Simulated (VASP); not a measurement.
Crystal: SnTe.

```
CELL_PARAMETERS angstrom
3.90470 0.00000 0.00000
0.00000 3.90470 0.00000
0.00000 0.00000 3.90470
ATOMIC_POSITIONS crystal
Te 0.50000 0.50000 0.50000
Sn 0.00000 0.00000 0.00000
```

Measurements of this composition are mostly on another form, of space group No. 225.

* Program: VASP 6.6.1
* Task: single point
* Functional: PBE
* Potentials or basis: VASP PAW PBE potentials, release 64 (Te, Sn_d)
* Cutoff: 520 eV
* k mesh: 7 × 7 × 7
* Occupations: fermi-dirac, width 0.05 eV
* Spin: no spin polarisation

On this cell: pressure -1.1 GPa; largest force zero by symmetry; band gap on the k mesh none (metal or under the smearing width).

The same run follows on a disturbed copy (atoms moved at random, drawn with an rms of 0.05 Å):

```
Te Sn
1.0
     3.90470    0.00000    0.00000
     0.00000    3.90470    0.00000
     0.00000    0.00000    3.90470
Te Sn
1 1
Cartesian
  1.9020 1.9588 1.9385
  0.0479 0.0293 0.0359
```

Task: What does the disturbed cell give?

Result: The energy (extrapolated to zero smearing) moves by -1.6 meV/atom; pressure -0.9 GPa; largest force 0.053 eV/Å; band gap on the k mesh none (metal or under the smearing width).

Forces on the atoms (eV/Å):
```
Te  -0.048 -0.009 -0.021
Sn   0.048  0.009  0.021
```

Stress tensor (GPa, compression positive):
```
-0.90  0.04  0.08
 0.04 -0.87  0.02
 0.08  0.02 -0.88
```

The energy falls, though the first cell shows no forces: that form is unstable against this distortion, unless noise or another electronic state is at work.
